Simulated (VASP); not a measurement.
# Ga2O3 (C2/m) in VASP: further runs

Runs on Ga2O3. Level: PBE. Tasks: single point.

All numbers are computed with VASP 6.6.1; they aren't measurements. Logs are shortened: lines on timing, memory, paths and dates and some standing lists are left out, and cuts for length are marked.

### 1 Starting point

It takes space group C2/m (No. 12, monoclinic). The conventional cell has a = 12.214 Å, b = 3.037 Å, c = 5.798 Å, α = 90.00°, β = 103.83°, γ = 90.00°. Ga (site symmetry m) has 6 O at 1.94 to 2.07 Å as nearest neighbours. Around Ga (site symmetry m) lie 4 O at 1.83 to 1.86 Å. Around O (site symmetry m) lie 3 Ga at 1.83 to 1.94 Å. O (site symmetry m) has 4 Ga at 1.86 to 2.07 Å as nearest neighbours. Around O (site symmetry m) lie 3 Ga at 1.83 to 1.94 Å.

### 2 Single point, PBE

File INCAR:

```
PREC = Accurate
ENCUT = 460
EDIFF = 1E-7
ISMEAR = 0
SIGMA = 0.1
LREAL = F
LASPH = T
NELM = 100
ALGO = Normal
ISIF = 2
LWAVE = F
LCHARG = F
GGA = PE
ADDGRID = F
```

File KPOINTS:

```
Automatic mesh
0
Gamma
  5 5 3
```

File POSCAR:

```
Ga2O3
1.0
    6.1070000000     -1.5185500000      0.0000000000
    6.1070000000      1.5185500000      0.0000000000
   -1.3859888959      0.0000000000      5.6300087380
Ga O
4 6
Direct
    0.3413400000      0.3413400000      0.6859800000
    0.6586600000      0.6586600000      0.3140200000
    0.9095000000      0.9095000000      0.2054000000
    0.0905000000      0.0905000000      0.7946000000
    0.5041000000      0.5041000000      0.7434000000
    0.4959000000      0.4959000000      0.2566000000
    0.8267000000      0.8267000000      0.4368000000
    0.1733000000      0.1733000000      0.5632000000
    0.8355000000      0.8355000000      0.8902000000
    0.1645000000      0.1645000000      0.1098000000
```

Potentials or basis: VASP PAW PBE potentials, release 64 (Ga_d, O).

Started as:

```sh
$ cat potpaw_PBE.64/Ga_d/POTCAR potpaw_PBE.64/O/POTCAR > POTCAR
$ mpirun -np 1 vasp_std > vasp.out
```

OUTCAR:

```text
PREC = Accurate
   ENCUT = 460
   EDIFF = 1E-7
   ISMEAR = 0
   LREAL = F
   LASPH = T
   NELM = 100
   ISIF = 2
   GGA = PE

 Found     24 irreducible k-points:

 Following reciprocal coordinates:
            Coordinates               Weight
  0.000000  0.000000  0.000000      1.000000
  0.200000 -0.000000 -0.000000      4.000000
  0.400000 -0.000000 -0.000000      4.000000
  0.200000  0.200000 -0.000000      2.000000
  0.400000  0.200000 -0.000000      4.000000
 -0.400000  0.200000  0.000000      4.000000
   k-points           NKPTS =     24   k-points in BZ     NKDIM =     24   number of bands    NBANDS=     52
   number of dos      NEDOS =    301   number of ions     NIONS =     10
   total plane-waves  NPLWV =  96768
   dimension x,y,z NGX =    48 NGY =   48 NGZ =   42
   dimension x,y,z NGXF=    96 NGYF=   96 NGZF=   84
   ions per type =               4   6
   NGX,Y,Z   is equivalent  to a cutoff of  12.68, 12.68, 12.04 a.u.
   NGXF,Y,Z  is equivalent  to a cutoff of  25.36, 25.36, 24.08 a.u.
 SYSTEM =  unknown system
   PREC   = accura    normal or accurate (medium, high low for compatibility)
   ISTART =      0    job   : 0-new  1-cont  2-samecut
   ICHARG =      2    charge: 1-file 2-atom 10-const
   ISPIN  =      1    spin polarized calculation?
   LNONCOLLINEAR =      F non collinear calculations
   LSORBIT =      F    spin-orbit coupling
   LASPH  =      T    aspherical Exc in radial PAW
   ENCUT  =  460.0 eV  33.81 Ry    5.81 a.u.  11.01 11.01 10.14*2*pi/ulx,y,z
   NELM   =    100;   NELMIN=  2; NELMDL= -5     # of ELM steps
   EDIFF  = 0.1E-06   stopping-criterion for ELM
   LREAL  =      F    real-space projection
   EDIFFG = 0.1E-05   stopping-criterion for IOM
   NSW    =      0    number of steps for IOM
   IBRION =     -1    ionic relax: 0-MD 1-quasi-New 2-CG
   NFREE  =      0    steps in history (QN), initial steepest desc. (CG)
   ISIF   =      2    stress and relaxation
   ISYM   =      2    0-nonsym 1-usesym 2-fastsym
   POTIM  = 0.5000    time-step for ionic-motion
   TEBEG  =    0.0;   TEEND  =   0.0 temperature during run
   PSTRESS=    0.0 pullay stress
   NELECT =      88.0000    total number of electrons
   NUPDOWN=      -1.0000    fix difference up-down
   EMIN   =  10.00;   EMAX   =-10.00  energy-range for DOS
   EFERMI =   0.00;   METHOD = LEGACY
   ISMEAR =     0;   SIGMA  =   0.10  broadening in eV -4-tet -1-fermi 0-gaus
   EFERMI_NEDOS =   21; number of points for ismear=-14 and -15
   IALGO  =     38    algorithm
   IMIX   =      4    mixing-type and parameters
     AMIX     =   0.40;   BMIX     =  1.00
     AMIX_MAG =   1.60;   BMIX_MAG =  1.00
  volume/ion in A,a.u.               =      10.44        70.47
  Fermi-wavevector in a.u.,A,eV,Ry     =   1.546335  2.922150 32.533613  2.391153
  Thomas-Fermi vector in A             =   2.651586
   LORBIT       =      0    0 simple, 1 ext, 2 COOP (PROOUT), +10 PAW based schemes
   GGA     = PE    functional components
   LHFCALC =     F    Hartree Fock is set to
   AEXX    =    0.0000 exact exchange contribution
   IVDW    =     0    specifies the selected vdW correction
   LEPSILON=     F    determine dielectric tensor
   LRPA    =     F    only Hartree local field effects (RPA)
 non-spin polarized calculation
 Gauss-broadening in eV      SIGMA  =   0.10
  energy-cutoff  :      460.00
  volume of cell :      104.42
 maximum number of plane-waves:      2353
 NGX is ok and might be reduce to    48
   NGX = 21   NGY = 21   NGZ = 21

 number of electron      88.0000029 magnetization

 Free energy of the ion-electron system (eV)
  ---------------------------------------------------
  ext. energy  EPLUGINS =         0.00000000
  ---------------------------------------------------
  free energy    TOTEN  =       -59.51801116 eV

  energy without entropy =      -59.51801116  energy(sigma->0) =      -59.51801116

 E-fermi :   4.3022     XC(G=0): -11.6431

 val. band max:        3.8768615215   @ k =   0.0000   0.0000   0.0000
 cond. band min:       6.3203431677   @ k =   0.0000   0.0000   0.0000
 fundamental gap:      2.4434816462
 Fermi energy:         4.3022059887

 k-point     1 :       0.0000    0.0000    0.0000
  band No.  band energies     occupation
      1     -15.0559      2.00000
      2     -13.8894      2.00000
      3     -13.8554      2.00000
      4     -13.7331      2.00000
      5     -13.2597      2.00000
      6     -13.2453      2.00000
[... 44 lines left out ...]
     51      13.3154      0.00000
     52      13.3893      0.00000

 k-point     2 :       0.2000   -0.0000   -0.0000
  band No.  band energies     occupation
      1     -14.7565      2.00000
      2     -13.8369      2.00000
      3     -13.7764      2.00000
      4     -13.5724      2.00000
      5     -13.2653      2.00000
      6     -13.2462      2.00000
[... 44 lines left out ...]
     51      13.5261      0.00000
     52      14.1942      0.00000

 k-point     3 :       0.4000   -0.0000   -0.0000
  band No.  band energies     occupation
      1     -14.1023      2.00000
      2     -13.7290      2.00000
      3     -13.6200      2.00000
      4     -13.5162      2.00000
      5     -13.2470      2.00000
      6     -13.2436      2.00000
[... 44 lines left out ...]
     51      13.7511      0.00000
     52      14.0647      0.00000

 k-point     4 :       0.2000    0.2000   -0.0000
  band No.  band energies     occupation
      1     -14.9827      2.00000
      2     -14.1087      2.00000
      3     -13.8814      2.00000
      4     -13.5707      2.00000
      5     -13.2660      2.00000
      6     -13.2448      2.00000
[... 44 lines left out ...]
     51      13.1756      0.00000
     52      13.6472      0.00000

 k-point     5 :       0.4000    0.2000   -0.0000
  band No.  band energies     occupation
      1     -14.6284      2.00000
      2     -14.0974      2.00000
      3     -13.7627      2.00000
      4     -13.4754      2.00000
      5     -13.2656      2.00000
      6     -13.2452      2.00000
[... 44 lines left out ...]
     51      13.5194      0.00000
     52      14.1691      0.00000

 k-point     6 :      -0.4000    0.2000    0.0000
  band No.  band energies     occupation
      1     -13.9963      2.00000
      2     -13.8529      2.00000
      3     -13.5861      2.00000
      4     -13.5458      2.00000
      5     -13.2435      2.00000
      6     -13.2412      2.00000
[... 44 lines left out ...]
     51      13.9126      0.00000
     52      14.2255      0.00000

 [... further k-points ...]

------------------------ aborting loop because EDIFF is reached ----------------------------------------

  FORCE on cell =-STRESS in cart. coord.  units (eV):
  Direction    XX          YY          ZZ          XY          YZ          ZX
  --------------------------------------------------------------------------------------
  -------------------------------------------------------------------------------------
  Total        5.8344137      6.5749015      5.6901146      0.0000000      0.0000000      0.0972569
  in kB       89.5182790    100.8796939     87.3042757      0.0000000      0.0000000      1.4922268
  external PRESSURE =      92.5674162 kB  Pullay stress =       0.0000000 kB

 VOLUME and BASIS-vectors are now :
 -----------------------------------------------------------------------------
  energy-cutoff  :      460.00
  volume of cell :      104.42
      direct lattice vectors                 reciprocal lattice vectors
     6.107000000 -1.518550000  0.000000000     0.081873260 -0.329261467  0.020155462
     6.107000000  1.518550000  0.000000000     0.081873260  0.329261467  0.020155462
    -1.385988896  0.000000000  5.630008738     0.000000000  0.000000000  0.177619618

 POSITION                                       TOTAL-FORCE (eV/Angst)
 -----------------------------------------------------------------------------------
      3.21837      0.00000      3.86207         0.032158      0.000000     -0.057718
      7.60965      0.00000      1.76794        -0.032158      0.000000      0.057718
     10.82395      0.00000      1.15640        -0.108719      0.000000     -0.070486
      0.00406      0.00000      4.47360         0.108719      0.000000      0.070486
      5.12673      0.00000      4.18535        -0.163911      0.000000     -0.056406
      5.70128      0.00000      1.44466         0.163911      0.000000      0.056406
      9.49191      0.00000      2.45919         0.031073      0.000000      0.046647
      1.33610      0.00000      3.17082        -0.031073      0.000000     -0.046647
      8.97099      0.00000      5.01183        -0.221673      0.000000      0.100195
      1.85702      0.00000      0.61817         0.221673      0.000000     -0.100195
 -----------------------------------------------------------------------------------
    total drift:                                0.000000      0.000000      0.000000

  FREE ENERGIE OF THE ION-ELECTRON SYSTEM (eV)
  ---------------------------------------------------
  free  energy   TOTEN  =       -59.5180111555 eV

  energy  without entropy=      -59.5180111554  energy(sigma->0) =      -59.51801116
```

Run time: 2.2 min. Hardware: 1 thread of AMD EPYC 9R45 (Zen 5), shared host; peak memory 0.29 GiB.

These settings aren't checked as converged: the numbers below hold their error.

What came out:

| Item | Value |
| --- | --- |
| Free energy | -59.5180 eV |
| Pressure | 9.3 GPa |
| Largest force | 0.243 eV/Å |
| Band gap on the k mesh | 2.44 eV, direct |

Caveat: the k mesh is coarse (spacing up to 0.43 Å⁻¹), so the values aren't converged; the cutoff is under 1.25 times the usual one of these potentials, so pressure, stress and relaxed cells hold a basis-set (Pulay) error.

### 3 Single point, PBE

Changes to INCAR since step 2:

```diff
@@ -1,2 +1,2 @@
-PREC = Accurate
+PREC = Low
 ENCUT = 460
@@ -4,3 +4,3 @@
 ISMEAR = 0
-SIGMA = 0.1
+SIGMA = 0.05
 LREAL = F
```

KPOINTS is that of step 2.

POSCAR is that of step 2.

Potentials or basis: VASP PAW PBE potentials, release 64 (Ga_d, O).

Started as:

```sh
$ cat potpaw_PBE.64/Ga_d/POTCAR potpaw_PBE.64/O/POTCAR > POTCAR
$ mpirun -np 1 vasp_std > vasp.out
```

Run time: 59 s. Hardware: 1 thread of AMD EPYC 9R45 (Zen 5), shared host; peak memory 0.16 GiB.

The run converged, but some of its settings lie outside the range that counts as converged, so its numbers aren't taken as properties of the crystal.

What came out:

| Quantity | Value |
| --- | --- |
| Free energy | -59.5381 eV |
| Pressure | 9.4 GPa |
| Largest force | 0.258 eV/Å |
| Band gap on the k mesh | 2.45 eV, direct |

Caveat: the k mesh is coarse (spacing up to 0.43 Å⁻¹), so the values aren't converged; the cutoff is under 1.25 times the usual one of these potentials, so pressure, stress and relaxed cells hold a basis-set (Pulay) error.

### 4 Single point, PBE

Changes to INCAR since step 3:

```diff
@@ -1,2 +1,2 @@
-PREC = Low
+PREC = Accurate
 ENCUT = 460
@@ -5,3 +5,3 @@
 SIGMA = 0.05
-LREAL = F
+LREAL = Auto
 LASPH = T
```

KPOINTS is that of step 3.

POSCAR is that of step 3.

Started as:

```sh
$ cat potpaw_PBE.64/Ga_d/POTCAR potpaw_PBE.64/O/POTCAR > POTCAR
$ mpirun -np 1 vasp_std > vasp.out
```

Run time: 4.2 min. Hardware: 1 thread of AMD EPYC 9R45 (Zen 5), shared host; peak memory 0.29 GiB.

These settings aren't checked as converged: the numbers below hold their error.

What came out:

```yaml
Free_energy: -59.5208 eV
Pressure: 9.3 GPa
Largest_force: 0.244 eV/Å
Band_gap_on_the_k_mesh: 2.44 eV, direct
```

Caveat: the k mesh is coarse (spacing up to 0.43 Å⁻¹), so the values aren't converged; the cutoff is under 1.25 times the usual one of these potentials, so pressure, stress and relaxed cells hold a basis-set (Pulay) error.

### 5 Single point, PBE

Changes to INCAR since step 4:

```diff
@@ -2,6 +2,6 @@
 ENCUT = 460
-EDIFF = 1E-7
+EDIFF = 0.001
 ISMEAR = 0
 SIGMA = 0.05
-LREAL = Auto
+LREAL = F
 LASPH = T
```

KPOINTS is that of step 4.

POSCAR is that of step 4.

Potentials or basis: VASP PAW PBE potentials, release 64 (Ga_d, O).

Started as:

```sh
$ cat potpaw_PBE.64/Ga_d/POTCAR potpaw_PBE.64/O/POTCAR > POTCAR
$ mpirun -np 1 vasp_std > vasp.out
```

OUTCAR:

```text
PREC = Accurate
   ENCUT = 460
   EDIFF = 0.001
   ISMEAR = 0
   LREAL = F
   LASPH = T
   NELM = 100
   ISIF = 2
   GGA = PE

 Found     24 irreducible k-points:

 Following reciprocal coordinates:
            Coordinates               Weight
  0.000000  0.000000  0.000000      1.000000
  0.200000 -0.000000 -0.000000      4.000000
  0.400000 -0.000000 -0.000000      4.000000
  0.200000  0.200000 -0.000000      2.000000
  0.400000  0.200000 -0.000000      4.000000
 -0.400000  0.200000  0.000000      4.000000
   k-points           NKPTS =     24   k-points in BZ     NKDIM =     24   number of bands    NBANDS=     52
   number of dos      NEDOS =    301   number of ions     NIONS =     10
   total plane-waves  NPLWV =  96768
   dimension x,y,z NGX =    48 NGY =   48 NGZ =   42
   dimension x,y,z NGXF=    96 NGYF=   96 NGZF=   84
   ions per type =               4   6
   NGX,Y,Z   is equivalent  to a cutoff of  12.68, 12.68, 12.04 a.u.
   NGXF,Y,Z  is equivalent  to a cutoff of  25.36, 25.36, 24.08 a.u.
 SYSTEM =  unknown system
   PREC   = accura    normal or accurate (medium, high low for compatibility)
[... 69 lines left out ...]
      3     -13.8523      2.00000
      4     -13.7306      2.00000
      5     -13.2561      2.00000
      6     -13.2419      2.00000
[... 319 lines left out ...]
     51      13.9076      0.00000
     52      14.2250      0.00000

 [... further k-points ...]

------------------------ aborting loop because EDIFF is reached ----------------------------------------

  FORCE on cell =-STRESS in cart. coord.  units (eV):
  Direction    XX          YY          ZZ          XY          YZ          ZX
  --------------------------------------------------------------------------------------
  -------------------------------------------------------------------------------------
  Total        6.0390680      6.7989466      5.9029605      0.0000000      0.0000000      0.1152967
  in kB       92.6583200    104.3172513     90.5700017      0.0000000      0.0000000      1.7690142
  external PRESSURE =      95.8485243 kB  Pullay stress =       0.0000000 kB

 VOLUME and BASIS-vectors are now :
 -----------------------------------------------------------------------------
  energy-cutoff  :      460.00
  volume of cell :      104.42
      direct lattice vectors                 reciprocal lattice vectors
     6.107000000 -1.518550000  0.000000000     0.081873260 -0.329261467  0.020155462
     6.107000000  1.518550000  0.000000000     0.081873260  0.329261467  0.020155462
    -1.385988896  0.000000000  5.630008738     0.000000000  0.000000000  0.177619618

 POSITION                                       TOTAL-FORCE (eV/Angst)
 -----------------------------------------------------------------------------------
      3.21837      0.00000      3.86207         0.034065      0.000000     -0.055451
      7.60965      0.00000      1.76794        -0.034065      0.000000      0.055451
     10.82395      0.00000      1.15640        -0.109668      0.000000     -0.070125
      0.00406      0.00000      4.47360         0.109668      0.000000      0.070125
      5.12673      0.00000      4.18535        -0.162083      0.000000     -0.058397
      5.70128      0.00000      1.44466         0.162083      0.000000      0.058397
      9.49191      0.00000      2.45919         0.030765      0.000000      0.043408
      1.33610      0.00000      3.17082        -0.030765      0.000000     -0.043408
      8.97099      0.00000      5.01183        -0.223077      0.000000      0.098471
      1.85702      0.00000      0.61817         0.223077      0.000000     -0.098471
 -----------------------------------------------------------------------------------
    total drift:                                0.000000      0.000000      0.000000

  FREE ENERGIE OF THE ION-ELECTRON SYSTEM (eV)
  ---------------------------------------------------
  free  energy   TOTEN  =       -59.5178864976 eV

  energy  without entropy=      -59.5178864976  energy(sigma->0) =      -59.51788650
```

OSZICAR:

```text
N       E                     dE             d eps       ncg     rms          rms(c)
DAV:   1     0.114647446959E+04    0.11465E+04   -0.38114E+04  2904   0.289E+03
DAV:   2     0.174049444952E+03   -0.97243E+03   -0.93472E+03  2664   0.761E+02
DAV:   3    -0.507336528850E+02   -0.22478E+03   -0.21835E+03  2896   0.250E+02
DAV:   4    -0.682369908597E+02   -0.17503E+02   -0.17359E+02  3204   0.764E+01
DAV:   5    -0.687767700415E+02   -0.53978E+00   -0.53847E+00  3176   0.135E+01    0.177E+01
DAV:   6    -0.593865047539E+02    0.93903E+01   -0.35863E+01  4696   0.657E+01    0.488E+00
DAV:   7    -0.595659986419E+02   -0.17949E+00   -0.33234E+00  2752   0.104E+01    0.345E+00
DAV:   8    -0.595462030003E+02    0.19796E-01   -0.52720E-01  3768   0.680E+00    0.117E+00
DAV:   9    -0.595164036414E+02    0.29799E-01   -0.14308E-01  3908   0.479E+00    0.253E-01
DAV:  10    -0.595175237075E+02   -0.11201E-02   -0.19847E-02  3460   0.135E+00    0.143E-01
DAV:  11    -0.595178864976E+02   -0.36279E-03   -0.27441E-03  2132   0.776E-01
   1 F= -.59517886E+02 E0= -.59517886E+02  d E =-.108636E-19
```

stdout:

```text
POSCAR found type information on POSCAR GaO
 POSCAR found :  2 types and      10 ions
 scaLAPACK will be used
 LDA part: xc-table for (Slater+PW92), standard interpolation
 POSCAR, INCAR and KPOINTS ok, starting setup
 FFT: planning ... GRIDC
 FFT: planning ... GRID_SOFT
 FFT: planning ... GRID
 WAVECAR not read
 entering main loop
```

Run time: 82 s. Hardware: 1 thread of AMD EPYC 9R45 (Zen 5), shared host; peak memory 0.29 GiB.

These settings aren't checked as converged: the numbers below hold their error.

What came out:

```
Free energy            : -59.5179 eV
Pressure               : 9.6 GPa
Largest force          : 0.244 eV/Å
Band gap on the k mesh : 2.43 eV, direct
```

Caveat: the k mesh is coarse (spacing up to 0.43 Å⁻¹), so the values aren't converged; the cutoff is under 1.25 times the usual one of these potentials, so pressure, stress and relaxed cells hold a basis-set (Pulay) error.

### 6 Single point, PBE

Changes to INCAR since step 5:

```diff
@@ -2,3 +2,3 @@
 ENCUT = 460
-EDIFF = 0.001
+EDIFF = 1E-5
 ISMEAR = 0
```

KPOINTS is that of step 5.

POSCAR is that of step 5.

Potentials or basis: VASP PAW PBE potentials, release 64 (Ga_d, O).

Started as:

```sh
$ cat potpaw_PBE.64/Ga_d/POTCAR potpaw_PBE.64/O/POTCAR > POTCAR
$ mpirun -np 1 vasp_std > vasp.out
```

Wall time 1.7 min (1 thread of AMD EPYC 9R45 (Zen 5), shared host); peak memory 0.29 GiB.

The run converged, but some of its settings lie outside the range that counts as converged, so its numbers aren't taken as properties of the crystal.

What came out:

```
Free energy            : -59.5180 eV
Pressure               : 9.3 GPa
Largest force          : 0.244 eV/Å
Band gap on the k mesh : 2.44 eV, direct
```

Caveat: the k mesh is coarse (spacing up to 0.43 Å⁻¹), so the values aren't converged; the cutoff is under 1.25 times the usual one of these potentials, so pressure, stress and relaxed cells hold a basis-set (Pulay) error.
